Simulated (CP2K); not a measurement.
As:

```
CELL_PARAMETERS angstrom
4.13100 0.00000 0.00000
2.41839 3.34911 0.00000
2.41839 1.23667 3.11243
ATOMIC_POSITIONS crystal
As 0.22600 0.22600 0.22600
As 0.77400 0.77400 0.77400
```

Program: CP2K 2026.2. Alike in all runs: task band structure; no spin polarisation; cell as given; k mesh 9 × 9 × 9.

Question: Order these runs on this cell by their pressure, lowest first.
A. level r2SCAN; potentials or basis POTENTIAL_UZH As GTH-SCAN-q5; TZVP-MOLOPT-SCAN-GTH basis; smearing fermi-dirac 0.1 eV; EPS_DEFAULT 1.0E-9; NGRIDS 5; basis sets As TZVP-MOLOPT-SCAN-GTH-q5; potentials As GTH-SCAN-q5 of POTENTIAL_UZH; points a segment of the path (NPOINTS) 6
B. level PBEsol; potentials or basis POTENTIAL_UZH As GTH-PBE-q5; TZVP-MOLOPT-PBE-GTH basis; smearing fermi-dirac 0.01 eV; EPS_DEFAULT 1.0E-10; NGRIDS 4; basis sets As TZVP-MOLOPT-PBE-GTH-q5; potentials As GTH-PBE-q5 of POTENTIAL_UZH; points a segment of the path (NPOINTS) 6
C. level PBE; potentials or basis POTENTIAL_UZH As GTH-PBE-q5; TZVP-MOLOPT-PBE-GTH basis; smearing fermi-dirac 0.05 eV; EPS_DEFAULT 1.0E-9; NGRIDS 5; basis sets As TZVP-MOLOPT-PBE-GTH-q5; potentials As GTH-PBE-q5 of POTENTIAL_UZH; points a segment of the path (NPOINTS) 6
D. level LDA; potentials or basis GTH_POTENTIALS As GTH-PADE-q5; TZVP-MOLOPT-PBE-GTH basis; smearing fermi-dirac 0.0259 eV; EPS_DEFAULT 1.0E-10; NGRIDS 5; basis sets As TZVP-MOLOPT-PBE-GTH-q5; potentials As GTH-PADE-q5 of GTH_POTENTIALS; points a segment of the path (NPOINTS) 8

Answer: D (-1.2 GPa), A (0.9 GPa), B (2.7 GPa), C (4.4 GPa).

Caveats: the basis of atomic orbitals isn't converged, which shifts pressures, moduli and gaps; the potentials were made for another functional, which shifts forces and pressure (some runs).

Not every run made on this cell is shown here.
